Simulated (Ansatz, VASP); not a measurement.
## GaAs in VASP and in Ansatz

```
Ga As
1.0
     0.00000    2.88877    2.88877
     2.88877    0.00000    2.88877
     2.88877    2.88877    0.00000
Ga As
1 1
Direct
  0.00000 0.00000 0.00000
  0.25000 0.25000 0.25000
```

Alike in both runs: task single point; functional r2SCAN; k mesh 8 × 8 × 8; occupations gaussian, width 0.02 eV; no spin polarisation.

|  | VASP | Ansatz |
| --- | --- | --- |
| version | VASP 6.6.1 | Ansatz 0.2.0 |
| potentials or method | VASP PAW PBE potentials, release 64 (Ga_d, As) | scalar-relativistic, plane waves, PAW |
| plane-wave cutoff (eV) | 520 | 500 |
| valence electrons in the cell | 18 | 28 |

|  | VASP | Ansatz | Ansatz less VASP |
| --- | --- | --- | --- |
| gap on the k mesh at the Fermi level (eV) | 0.48 | 0.50 | +0.019 |
| least direct gap on the mesh (eV) | 0.48 | 0.50 | +0.019 |
| pressure (GPa) | -3.6 | -3.7 | -0.07 |

The two sets of potentials don't hold the same shells in valence.

Caveats: the PAW data sets were made with another functional, which shifts forces and pressure a little (VASP).
